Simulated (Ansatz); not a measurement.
**TiC: how the free axis answers a strain**

TiC, Fm-3m, a = 4.293 Å. Ansatz: PBEsol, PAW, 420 eV, Γ-centred 18×18×12 mesh on 4 atoms, Gaussian smearing 0.10 eV; no spin polarisation. Series: biaxial strain in the a-b plane, c and atoms relaxed; x is the strain in per cent. The axes a, b, c are those of the computed cell (3.036, 3.036, 4.293 Å), along [1 1 0], [-1 1 0], [0 0 1] of the cell named above. y is the change of c in per cent of 4.293 Å.

| x (%) | y (%) |
| --- | --- |
| -6.0 | ? |
| -4.0 | 1.92 |
| -2.0 | 0.93 |
| 0.0 | 0.00 |
| 2.0 | -0.87 |
| 4.0 | -1.62 |
| 6.0 | -2.30 |

Problem. Fit y = c1 x + c2 x² to the other rows, say what c1 measures, and predict the missing y.

Solution. Least squares on the rows shown. y = −0.4429 x + 0.009736 x². With no stress along c, c1 = −2C12/C11 = -0.443. At x = -6.0 the fit asked for gives 3.01 %. The run gave 2.92 %, so the fit is 0.09 % too high, 1.7 % of the span of the series, against an rms of 0.01 % on the fitted rows. The row lies outside the fitted range. With a term in x³ added, a fit to the same known rows predicts 2.95 %, so most of the miss is curvature that the known rows already hold.